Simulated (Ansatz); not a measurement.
**N in Ansatz: convergence with ecutrho ratio**

The system is N.

```
N
1.0
     2.51947    0.00000    0.00000
    -1.25974    2.18193    0.00000
     0.00000    0.00000    2.44600
N
2
Cartesian
  -0.0029 1.4406 1.8004
  1.2728 0.7264 0.6325
```

The real solid is made of molecules; this cell is a model form.

The cell isn't the ideal one: atoms moved at random, drawn with an rms of 0.05 Å.

| Quantity | Value |
| --- | --- |
| Program | Ansatz 0.2.0 |
| Task | convergence study |
| Functional | PBE |
| Potentials or basis | PseudoDojo standard (PBE files) |
| Cutoff | 1143 eV |
| Density cutoff | 4572 eV |
| k mesh | 9 × 9 × 8 |
| Occupations | gaussian, width 0.05 eV |
| Spin | no spin polarisation |

These are the settings of the first run; the series varies ecutrho ratio, with any setting tied to it.

Hardware: 2 threads of Intel(R) Xeon(R) Processor @ 2.50GHz (Skylake/Cascade Lake), with other jobs on the host.

```
ecutrho ratio  energy less the tightest run, at zero smearing (meV/atom)  SCF cycles  CPU time (s)  peak memory (GiB)
            4                                                       0.00           6            15               0.39
            5                                                       0.00           6            16                0.4
            6                                                       0.00           6            15               0.42
            8                                                       0.00           6            16               0.43
           10                                                       0.00           6            15               0.46
           12                                                       0.00           6            16               0.48
```

Against the tightest run, the energy stays within 1 meV/atom from 4 on. The tightest run that finished is the yardstick and may itself not be fully converged.
